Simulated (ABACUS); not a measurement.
**Sb under changes of volume**

One of the cells (30.206 Å³/atom); the others are scaled copies at fixed shape and fractional positions:

```
Sb
1.0
     2.15420    1.24373    3.75800
    -2.15420    1.24373    3.75800
     0.00000   -2.48746    3.75800
Sb
2
Direct
  0.76651 0.76651 0.76651
  0.23349 0.23349 0.23349
```

* Program: ABACUS 3.10.1
* Functional: PBEsol
* Potentials or basis: PseudoDojo NC SR 0.4.1 PBEsol standard
* Cutoff: 1102 eV
* Density cutoff: 4408 eV
* Basis: plane waves
* k mesh: 8 × 8 × 8
* Occupations: fermi-dirac, width 0.05 eV
* Spin: no spin polarisation

```csv
volume (Å³/atom),energy over the lowest point (meV/atom),pressure (GPa),largest force (eV/Å)
28.393,22.85,4.1,0.480
28.998,9.98,2.6,0.355
29.602,2.56,1.2,0.238
30.206,0.00,0.0,0.128
30.810,1.79,-1.1,0.027
31.414,?,?,?
32.018,16.65,-2.9,0.155
```

**Question.** What does the run at 31.414 Å³/atom give?

**Answer.** Energy over the lowest point 7.47 meV/atom; pressure -2.1 GPa; largest force 0.068 eV/Å.

Worked out: A Birch-Murnaghan fit of order 3 (a polynomial in V^(-2/3)) to the other rows has its minimum at 30.25 Å³/atom with B0 = V·E''(V) = 57 GPa and B' = 4.5 at fixed shape and positions, which overstates the stiffness. It gives 7.47 meV/atom at 31.414 Å³/atom, against the run's 7.47, and -dE/dV = -2.0 GPa, against -2.1.

Energies are extrapolated to zero smearing.
